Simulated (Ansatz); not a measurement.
**AlAs (F-43m): thermal expansion from first principles**

Aim: the lattice, expansion, heat capacity and bulk modulus of AlAs as it warms.

What experiment has found for this phase:
- heat capacity C_P per formula unit 45.8 J/mol/K and bulk modulus 77 GPa near room temperature (given in “High-Throughput Prediction of Finite-Temperature Properties using the Quasi-Harmonic Approximation”, 2016, arXiv:1603.06924)

Method: DFT LDA, scalar-relativistic, plane waves, PAW, in Ansatz 0.2.0.

## 1. Set-up

Symmetry: F-43m, No. 216, cubic system. The conventional cell has a = 5.661 Å, b = 5.661 Å, c = 5.661 Å, α = 90.00°, β = 90.00°, γ = 90.00°. Nearest to Al lie 4 As at 2.45 Å. Nearest to As lie 4 Al at 2.45 Å. Farther neighbours are not listed.

## 2. A first coarse run

A cheap single point shows whether the cell is a metal or an insulator and how far it is from rest; that sets the k-mesh and the occupations of what follows.

Contents of input.yaml:

```yaml
crystal:
  lattice:
    - [0.0, 2.8304, 2.8304]
    - [2.8304, 0.0, 2.8304]
    - [2.8304, 2.8304, 0.0]
  atoms:
    - { symbol: Al, position: [0.0, 0.0, 0.0] }
    - { symbol: As, position: [0.25, 0.25, 0.25] }
kpoints:
  mp_grid: { grid: [6, 6, 6] }
hamiltonian:
  xc: lda
scf:
  occupations: { method: gaussian, width: 0.1 }
  lower_state_search: "off"
output:
  forces: true
  stress: true
  eigenvalues: true
```

Command:

```console
$ ansatz run input.yaml --threads 4 --pin off --max-ram 16384MiB --backend cpu --events-out ev --progress --plain --runs-dir out
```

Numbers of over 12 decimals in the logs are rounded to 6 here.

Log:

```text
Engine: ansatz 0.2.0, aarch64-unknown-linux-gnu
Pseudopotentials: kind: paw
Pseudopotential: Al, paw, valence charge 3, recommended cutoff 420 eV (normal), Al.paw.azcp
Pseudopotential: As, paw, valence charge 15, recommended cutoff 420 eV (normal), As.paw.azcp
Functional definition: SPW92
  exchange = slater_x
  correlation = pw_c
Crystal: 2 atoms, lattice volume = 45.350 Å³
Basis set: ecut = 420 eV, 893 PW (Γ)
Bands: 13, of which v1, the nominal top of the filled ones, is band 9 counted from 1 (8 counted from 0)
Symmetry: 24 space group operations
Space group: F-43m (ITA 216), of the structure as read, at distance tolerance 3.6e-5 Å
k-points: 16 of 216 (time reversal used)
Non-local potential: Al, projectors of the file, l = 0: 2, l = 1: 2, l = 2: 1
Non-local potential: As, projectors of the file, l = 0: 2, l = 1: 2, l = 2: 3, l = 3: 1
PAW form: soft (Blöchl's): semilocal exchange-correlation on the pseudo side does not see the compensation charge
PAW frozen core: Al, regenerated for the run's functional, and the local potential with it (the file was generated under x = pbe(κ = 0.804, μ = 0.219515), c = pbe(β = 0.066725))
PAW frozen core: As, regenerated for the run's functional, and the local potential with it (the file was generated under x = pbe(κ = 0.804, μ = 0.219515), c = pbe(β = 0.066725))
PAW one-centre angular grid: Al, 110 points (default); XC on 64 Gauss nodes
PAW one-centre angular grid: As, 590 points (default); XC on 64 Gauss nodes
Initial density: superposition of atomic densities (neutral atoms: chi_scale 0, normalization atom), corrected by the library's trained network
Initial wavefunctions: pseudopotential atomic-orbital guess
Functional: x = slater, c = lda
SCF iter   1: F=—  HF=-5287.476707 eV  |F-HF|=—  |Δ(HF+E_count)|=         —  Δρ=3.90e-3  dr2=3.54e-3  ethr=1.77e-3  ⟨swp⟩=5.2  Hψ=1214  notcnv=0
preconditioner: auto → none  [insulator: Δε(μ)=1.341 eV  Ē_g=9.854 eV  σ=0.100 eV  W_gap=1.00  n_scr=14 (ndim 8)  ℏωp=15.6 eV  f_vac=0.006  D(μ)=0.00/eV (n_scr^D=0)  ε∞_Penn≈3.5]
SCF iter   2: F=—  HF=-5287.475766 eV  |F-HF|=—  |Δ(HF+E_count)|=   9.40e-4  Δρ=1.93e-3  dr2=7.91e-4  ethr=1.97e-5  ⟨swp⟩=1.4  Hψ=353  notcnv=0
SCF iter   3: F=—  HF=-5287.475659 eV  |F-HF|=—  |Δ(HF+E_count)|=   1.07e-4  Δρ=1.35e-4  dr2=8.36e-6  ethr=4.39e-6  ⟨swp⟩=1.4  Hψ=244  notcnv=0
SCF iter   4: F=—  HF=-5287.475657 eV  |F-HF|=—  |Δ(HF+E_count)|=   2.70e-6  Δρ=1.42e-5  dr2=6.59e-8  ethr=4.64e-8  ⟨swp⟩=2.0  Hψ=349  notcnv=0
iter 5 did not close the SCF: its close was put off for the readings that it lacked (scf_convergence_deferred on its scf_iter line)
SCF iter   5: F=-5287.475656 eV  HF=-5287.475656 eV  |F-HF|=4.27e-8  |Δ(HF+E_count)|=   3.41e-7  Δρ=1.03e-5  dr2=2.54e-8  ethr=3.66e-10  ⟨swp⟩=2.0  Hψ=352  notcnv=0
SCF iter   6: F=-5287.475656 eV  HF=-5287.475656 eV  |F-HF|=9.48e-9  |Δ(HF+E_count)|=   1.51e-8  Δρ=2.96e-6  dr2=5.48e-9  ethr=1.41e-10  ⟨swp⟩=2.0  Hψ=711  notcnv=0
SCF 1 converged in 6 iterations: F = -5287.475656 eV  dr2 = 5.48e-9
  greatest PAW one-centre occupation: 0.999 electrons in one spin orbital (limit 2), on the As atom at site 1 (counted from 0), in its partial waves of l = 2
SCF converged after 6 iterations
Free energy (F): -5287.475656 eV
Harris-Foulkes:  -5287.475656 eV  (|F-HF|=9.48e-9)
Internal energy: -5287.475656 eV  (E = F + TS)
E sigma→0 (E₀):  -5287.475656 eV
Fermi energy:    6.799699 eV
--- Per-component energies (eV) ---
  E_band       = -272.305807
  E_kinetic    = 127.364220
  E_local      = -2122.671832  (includes V_loc(G=0)·N_el)
  E_nonlocal   = -654.139852
  E_hartree    = 1132.046475
  E_xc         = -118.396404
  E_vxc        = -109.058343  (∫ρ·V_xc dr)
  E_paw        = -2197.473157  (= ΣΔE_a)
  E_vpaw       = 222.103522  (= ΣTr[D̂ρ^β])
  E_aug_tail   = 0.000005  (compensation charges beyond the density's cutoff)
  E_ewald      = -1456.336059
  E_core_change = 2.130947  (= ΣΔE_core)
  E_smearing   = -0.000000  (= −TS)
  E_closure    = 0.000000  (closes the sum)
  Σ components = -5287.475656   (vs F -5287.475656, Δ=0.00e0)
--- Forces (eV/Å), atoms counted from 1 ---
  atom   1  Al     0.00000000    -0.00000000     0.00000000
  atom   2  As    -0.00000000    -0.00000000     0.00000000
  max |Σ_I F_I| component: 1.90e-16 eV/Å
--- Stress (GPa, compression-positive) ---
       -1.216580      -0.000000      -0.000000
       -0.000000      -1.216580       0.000000
       -0.000000       0.000000      -1.216580
  P = ⅓ Tr σ = -1.2166 GPa (-12.166 kbar)
--- Band table (eV; the first three rows and the last of 16) ---
  k-point 0: bands = [... 5 lower, -5.7833, 6.1267, 6.1267, 6.1267, 7.9732, 10.3891, 10.3891, 10.3891]
  k-point 1: bands = [... 5 lower, -5.5169, 3.9968, 5.8652, 5.8652, 8.8152, 10.8216, 10.8216, 11.2226]
  k-point 2: bands = [... 5 lower, -4.8444, 1.6115, 5.4673, 5.4673, 8.3690, 10.9571, 10.9571, 13.4799]
  k-point 15: bands = [... 5 lower, -3.8142, 0.9288, 3.1818, 3.4325, 9.2190, 10.1660, 13.1608, 13.8765]
```

Wall time 0.49 s (4 threads of Arm Neoverse V1, shared host); peak memory 0.28 GiB.

The column dr2 measures how far the density is from self-consistency, as an energy; F and HF (Harris–Foulkes) agree once it is small.

Numbers from this step:

```yaml
pressure: -1.217 GPa
gap_on_the_k_mesh: 1.346 eV
volume_per_atom: 22.67 Å³/atom
```

The start is under -1.2 GPa at this level and looks like an insulator or semiconductor on this mesh.

## 3. Finding the static equilibrium

The vibrations must be taken about the equilibrium of this functional, not about the starting cell, so the structure is relaxed.

input.yaml, the sections that differ from step 2:

```yaml
kpoints:
  mp_grid: { grid: [8, 8, 8] }
scf:
  occupations: { method: gaussian, width: 0.02 }
  lower_state_search: "off"
relax:
  adjacent_minimum: "off"
  f_tol: 0.005
  max_steps: 80
  cell: { stress_tol: 0.05 }
# crystal, hamiltonian, output: as in step 2
```

Log:

```text
[...]
Crystal: 2 atoms, lattice volume = 45.350 Å³
Basis set: ecut = 420 eV, 893 PW (Γ)
Bands: 13, of which v1, the nominal top of the filled ones, is band 9 counted from 1 (8 counted from 0)
Symmetry: 24 space group operations
[...]
k-points: 29 of 512 (time reversal used)
[...]
SCF iter   1: F=—  HF=-5287.488110 eV  |F-HF|=—  |Δ(HF+E_count)|=         —  Δρ=4.01e-3  dr2=4.03e-3  ethr=1.77e-3  ⟨swp⟩=6.0  Hψ=2368  notcnv=0
[...]
SCF iter   6: F=-5287.487017 eV  HF=-5287.487017 eV  |F-HF|=3.37e-10  |Δ(HF+E_count)|=   3.83e-8  Δρ=2.73e-6  dr2=1.70e-9  ethr=1.67e-10  ⟨swp⟩=2.0  Hψ=1271  notcnv=0
SCF 1 converged in 6 iterations: F = -5287.487017 eV  dr2 = 1.70e-9
[...]
relax step   1: F+E_penalty+E_count = -5287.48701721 eV  Δ(F+E_penalty+E_count) = +0.000e0 eV  max|allowed force component| = 9.946e-17 eV/Å  Δτ_max = 0.0000 Å  P = -1.229 GPa  Ω = 45.350 Å³  (6 SCF iters, dr2 threshold 1.00e-7 eV, accepted)
Crystal: 2 atoms, lattice volume = 44.691 Å³
[...]
iter 1 solved again at ethr=2.09e-6 eV; its pass at ethr=3.10e-3 eV (dr2=3.76e-4 eV) is discarded
[...]
SCF iter   4: F=-5287.490044 eV  HF=-5287.490044 eV  |F-HF|=4.07e-8  |Δ(HF+E_count)|=   1.77e-6  Δρ=2.22e-5  dr2=1.36e-7  ethr=1.11e-9  ⟨swp⟩=3.2  Hψ=1598  notcnv=0
SCF 2 converged in 4 iterations: F = -5287.490044 eV  dr2 = 1.36e-7
relax step   2: F+E_penalty+E_count = -5287.49004406 eV  Δ(F+E_penalty+E_count) = -3.027e-3 eV  max|allowed force component| = 2.989e-17 eV/Å  Δτ_max = 0.0000 Å  P = -0.163 GPa  Ω = 44.691 Å³  energy of the carried Pulay correction = +1.368e-4 eV  (4 SCF iters, dr2 threshold 2.00e-7 eV, accepted)
Crystal: 2 atoms, lattice volume = 44.592 Å³
[...]
SCF iter   4: F=-5287.490114 eV  HF=-5287.490114 eV  |F-HF|=8.11e-10  |Δ(HF+E_count)|=   5.49e-8  Δρ=3.66e-6  dr2=3.58e-9  ethr=3.69e-10  ⟨swp⟩=4.0  Hψ=1135  notcnv=0
SCF 3 converged in 4 iterations: F = -5287.490114 eV  dr2 = 3.58e-9
relax step   3: F+E_penalty+E_count = -5287.49011388 eV  Δ(F+E_penalty+E_count) = -6.982e-5 eV  max|allowed force component| = 4.008e-17 eV/Å  Δτ_max = 0.0000 Å  P = +0.004 GPa  Ω = 44.592 Å³  energy of the carried Pulay correction = +1.575e-4 eV  (4 SCF iters, dr2 threshold 6.63e-8 eV, accepted)
[...]
SCF iter   5: F=-5287.489962 eV  HF=-5287.489962 eV  |F-HF|=9.09e-13  |Δ(HF+E_count)|=  2.91e-11  Δρ=4.79e-8  dr2=3.56e-13  ethr=1.00e-12  ⟨swp⟩=5.0  Hψ=1360  notcnv=0
SCF 4 converged in 5 iterations: F = -5287.489962 eV  dr2 = 3.56e-13
relax step   4: F+E_penalty+E_count = -5287.48996165 eV  Δ(F+E_penalty+E_count) = +1.522e-4 eV  max|allowed force component| = 2.371e-17 eV/Å  Δτ_max = 0.0000 Å  P = -0.000 GPa  Ω = 44.592 Å³  stress off target by 6.25e-5 GPa  SCF on the basis re-selected at this cell (its energy is not comparable with the rows above)  (5 SCF iters)
basis re-selected at this cell: Δ(F+E_penalty+E_count) = +1.522e-4 eV, ΔP = -0.005 GPa vs the last step (what re-selecting the basis moved, of the pressure what is left beyond the Pulay correction that the steps carried, after the strain that the cell walked since its last selection, with what the two solves' SCF thresholds leave and, on support functions, any second-order correction that the steps lacked; it is no m [...]
SCF converged after 5 iterations
Free energy (F): -5287.489962 eV
[...]
Internal energy: -5287.489962 eV  (E = F + TS)
E sigma→0 (E₀):  -5287.489962 eV
Fermi energy:    6.967843 eV
[...]
--- Stress (GPa, compression-positive) ---
       -0.000063       0.000000       0.000000
        0.000000      -0.000063       0.000000
        0.000000       0.000000      -0.000063
  P = ⅓ Tr σ = -0.0001 GPa (-0.001 kbar)
--- Band table (eV; the first three rows and the last of 29) ---
  k-point 0: bands = [... 5 lower, -5.6979, 6.3061, 6.3061, 6.3061, 8.2878, 10.6025, 10.6025, 10.6025]
  k-point 1: bands = [... 5 lower, -5.5427, 4.8471, 6.1435, 6.1435, 9.0571, 10.8867, 10.8867, 10.9905]
  k-point 2: bands = [... 5 lower, -5.1118, 2.8633, 5.8231, 5.8231, 8.8724, 11.2230, 11.2230, 12.7303]
  k-point 28: bands = [... 5 lower, -3.6656, 1.1726, 3.0531, 3.4215, 10.5672, 11.9653, 11.9919, 12.3132]
--- Relaxed structure (3 steps of the walk, 3 accepted, 1 SCFs on fresh bases) ---
  F+E_penalty+E_count = -5287.48996165 eV   max|allowed force component| = 2.371e-17 eV/Å   (the final SCF, on the basis selected at the relaxed cell)
  cell:  # Å, volume = 44.5917 Å³
    - [0, 2.814545, 2.814545]
    - [2.814545, 0, 2.814545]
    - [2.814545, 2.814545, 0]
  atoms:
    - { symbol: Al, position: [0, 0, 0] }
    - { symbol: As, position: [0.25, 0.25, 0.25] }
```

It took 2.5 s on 4 threads; peak memory 0.33 GiB; 8.4 s of CPU time.

Step by step:

```tsv
step	energy less that of the first step (eV)	largest force component (eV/Å)	pressure (GPa)	volume (Å³)
1	0.0000	0.0000	-1.23	45.35
2	-0.0030	0.0000	-0.16	44.69
3	-0.0031	0.0000	0.00	44.59
4*	-0.0029	0.0000	0.00	44.59
```

Relaxation steps marked * repeat the geometry before them on a plane-wave basis chosen anew for their cell, so energy and pressure can jump there.

Forces are held to the 24 operations that the run works with; a distortion that breaks them can't arise in this run.

```tsv
conventional cell, symmetrised	before	after	change
a (Å)	5.661	5.629	-0.6 %
b (Å)	5.661	5.629	-0.6 %
c (Å)	5.661	5.629	-0.6 %
volume (Å³/atom)	22.67	22.30	-1.7 %
```

Final coordinates:

```
Al As
1.0
     0.00000    2.81454    2.81454
     2.81454    0.00000    2.81454
     2.81454    2.81454    0.00000
Al As
1 1
Direct
  0.00000 0.00000 0.00000
  0.25000 0.25000 0.25000
```

This step gave:

```
pressure          : -6.25e-5 GPa
gap on the k-mesh : 1.323 eV
volume per atom   : 22.30 Å³/atom
```

The relaxation ends with a pressure of 0.00 GPa.

## 4. Tight relaxation

The thresholds are tightened for a last relaxation ahead of the phonons, and where mesh or smearing change with them the cell follows.

Contents of input.yaml:

```yaml
crystal:
  lattice:
    - [0.0, 2.8145445165, 2.8145445165]
    - [2.8145445165, 0.0, 2.8145445165]
    - [2.8145445165, 2.8145445165, 0.0]
  atoms:
    - { symbol: Al, position: [0.0, 0.0, 0.0] }
    - { symbol: As, position: [0.25, 0.25, 0.25] }
kpoints:
  mp_grid: { grid: [8, 8, 8] }
hamiltonian:
  xc: lda
scf:
  occupations: { method: fixed }
  lower_state_search: "off"
output:
  forces: true
  stress: true
  eigenvalues: true
  write_density: true
  write_potential: true
  elf: true
  volumetric_format: npy
relax:
  adjacent_minimum: "off"
  f_tol: 0.001
  max_steps: 60
  cell: { stress_tol: 0.01 }
```

Log:

```text
[...]
Crystal: 2 atoms, lattice volume = 44.592 Å³
Basis set: ecut = 420 eV, 893 PW (Γ)
Bands: 13, of which v1, the nominal top of the filled ones, is band 9 counted from 1 (8 counted from 0)
Symmetry: 24 space group operations
[...]
k-points: 29 of 512 (time reversal used)
[...]
SCF iter   1: F=—  HF=-5287.491143 eV  |F-HF|=—  |Δ(HF+E_count)|=         —  Δρ=3.98e-3  dr2=3.74e-3  ethr=1.77e-3  ⟨swp⟩=4.8  Hψ=1941  notcnv=0  defer=50
[...]
SCF iter   6: F=-5287.489962 eV  HF=-5287.489962 eV  |F-HF|=9.74e-9  |Δ(HF+E_count)|=   8.32e-8  Δρ=2.77e-6  dr2=3.74e-9  ethr=2.21e-10  ⟨swp⟩=9.0  Hψ=2717  notcnv=0
SCF 1 converged in 6 iterations: F = -5287.489962 eV  dr2 = 3.74e-9
[...]
relax step   1: F+E_penalty+E_count = -5287.48996165 eV  Δ(F+E_penalty+E_count) = +0.000e0 eV  max|allowed force component| = 1.168e-16 eV/Å  Δτ_max = 0.0000 Å  P = -0.000 GPa  Ω = 44.592 Å³  (6 SCF iters, dr2 threshold 1.00e-7 eV, accepted)
[...]
SCF iter   5: F=-5287.489962 eV  HF=-5287.489962 eV  |F-HF|=9.09e-13  |Δ(HF+E_count)|=  3.64e-12  Δρ=3.36e-8  dr2=4.82e-13  ethr=1.00e-12  ⟨swp⟩=5.4  Hψ=2160  notcnv=0
SCF 2 converged in 5 iterations: F = -5287.489962 eV  dr2 = 4.82e-13
relax step   2: F+E_penalty+E_count = -5287.48996165 eV  Δ(F+E_penalty+E_count) = -5.607e-9 eV  max|allowed force component| = 1.087e-16 eV/Å  Δτ_max = 0.0000 Å  P = -0.000 GPa  Ω = 44.592 Å³  stress off target by 6.21e-5 GPa  SCF on the basis re-selected at this cell (its energy is not comparable with the rows above)  (5 SCF iters)
basis re-selected at this cell: Δ(F+E_penalty+E_count) = -5.607e-9 eV, ΔP = -0.000 GPa vs the last step (what re-selecting the basis moved, of the pressure what is left beyond the Pulay correction that the steps carried, after the strain that the cell walked since its last selection, with what the two solves' SCF thresholds leave and, on support functions, any second-order correction that the steps lacked; it is no m [...]
SCF converged after 5 iterations
Free energy (F): -5287.489962 eV
[...]
Internal energy: -5287.489962 eV  (E = F + TS)
E sigma→0 (E₀):  -5287.489962 eV
Fermi energy:    6.306145 eV
[...]
--- Stress (GPa, compression-positive) ---
       -0.000062      -0.000000      -0.000000
        0.000000      -0.000062       0.000000
       -0.000000       0.000000      -0.000062
  P = ⅓ Tr σ = -0.0001 GPa (-0.001 kbar)
--- Band table (eV; the first three rows and the last of 29) ---
  k-point 0: bands = [... 5 lower, -5.6979, 6.3061, 6.3061, 6.3061, 8.2878, 10.6025, 10.6025, 10.6025]
  k-point 1: bands = [... 5 lower, -5.5427, 4.8471, 6.1435, 6.1435, 9.0571, 10.8867, 10.8867, 10.9905]
  k-point 2: bands = [... 5 lower, -5.1118, 2.8633, 5.8231, 5.8231, 8.8724, 11.2230, 11.2230, 12.7303]
  k-point 28: bands = [... 5 lower, -3.6656, 1.1726, 3.0531, 3.4215, 10.5672, 11.9653, 11.9919, 12.3132]
--- Relaxed structure (1 steps of the walk, 1 accepted, 1 SCFs on fresh bases) ---
[...]
cell:  # Å, volume = 44.5917 Å³
    - [0.0, 2.8145445165, 2.8145445165]
    - [2.8145445165, 0.0, 2.8145445165]
    - [2.8145445165, 2.8145445165, 0.0]
  atoms:
    - { symbol: Al, position: [0.0, 0.0, 0.0] }
    - { symbol: As, position: [0.25, 0.25, 0.25] }
```

The job ended after 1.5 s (4 threads; peak memory 0.32 GiB).

Little changed from the start: no atom moved by 0.005 Å and no cell edge by 0.1 %.

This step gave:

```yaml
pressure: -6.21e-5 GPa
```

Valence density in the ac plane of a cell with a along [110], b along [-110] and c along [001] of the cube at fractional y = 0.000, with atoms of Al and As within 0.2 Å of it. It is the smooth field of the valence electrons, not physical close to the nuclei.

Values in e/Å³, 8 rows by 16 columns, each cell a mean:
```
 0  0  0  1  1  0  0  0  0  0  0  1  1  0  0  0
 0  0  1 10 15  2  0  0  0  0  1 10 15  2  0  0
 0  0  1  6 10  1  0  0  0  0  1  6 10  1  0  0
 0  0  0  0  0  0  0  0  0  0  0  0  0  0  0  0
 0  0  0  0  0  0  0  0  0  0  0  0  0  0  0  0
 0  0  0  0  0  0  0  0  0  0  0  0  0  0  0  0
 0  0  0  0  0  0  0  0  0  0  0  0  0  0  0  0
 0  0  0  0  0  0  0  0  0  0  0  0  0  0  0  0
```
Columns run along a (8.0 Å), rows up along c (5.6 Å), edges of the conventional cell, whose origin can differ from the input's. Atoms in or near the plane, at fractional coordinates: Al at (0.50, 0.00), Al at (0.00, 0.00), As at (0.75, 0.75), As at (0.25, 0.75).

ELF in the ac plane of a cell with a along [110], b along [-110] and c along [001] of the cube at fractional y = 0.000, with atoms of Al and As within 0.2 Å of it. It is the smooth field of the valence electrons, not physical close to the nuclei.

Ten even steps from '0' (0.02) to '9' (0.89), each cell a mean:
```
0289877895002898778950
2799767899427997678994
4898534799648985347996
3677312577436773125774
1366533665213665336652
0146666653001466666530
0025677631000256776310
0002455310000024553100
0000121000000001210000
0000000000000000000000
1100000001111000000011
3320000012333200000123
3321000123333210001233
0123212231001232122310
1046555651010465556510
```
Columns run along a (8.0 Å), rows up along c (5.6 Å), edges of the conventional cell, whose origin can differ from the input's. Atoms in or near the plane, at fractional coordinates: Al at (0.50, 0.00), Al at (0.00, 0.00), As at (0.75, 0.75), As at (0.25, 0.75).

Electrostatic potential energy in the ac plane of a cell with a along [110], b along [-110] and c along [001] of the cube at fractional y = 0.000, with atoms of Al and As within 0.2 Å of it. With pseudopotentials it is smooth inside the atoms' cores, unlike the true potential.

Ten even steps from '0' (-11 eV) to '9' (11 eV), each cell a mean:
```
4026766740240267667402
0144111352001441113520
4561386046545613860465
8860799237888607992378
9971386058999713860589
9985111379999851113799
9998756799999987567999
9999989999999999899999
9999999999999999999999
9999999999999999999999
9999999999999999999999
7789999988777899999887
1368999875213689998752
1037999850010379998500
5116898740451168987404
```
Columns run along a (8.0 Å; values clipped at the 3rd and 97th percentile), rows up along c (5.6 Å), edges of the conventional cell, whose origin can differ from the input's. Atoms in or near the plane, at fractional coordinates: Al at (0.50, 0.00), Al at (0.00, 0.00), As at (0.75, 0.75), As at (0.25, 0.75).

The residual pressure is -6.2e-5 GPa, small enough for phonons.

(Continued in part 2 of 3.)

[Logs are printed without paths, hosts, clocks, repeated set-up lines and the standing remarks that a program may print on its own settings, such as how far it seeks lower states.]

[Hosts, paths, dates, database ids (printed as entryN), source tags and the programs' standing remarks are cut or masked in the printed files.]

[A step with changed settings may run another functional than the one named; its input shows which.]
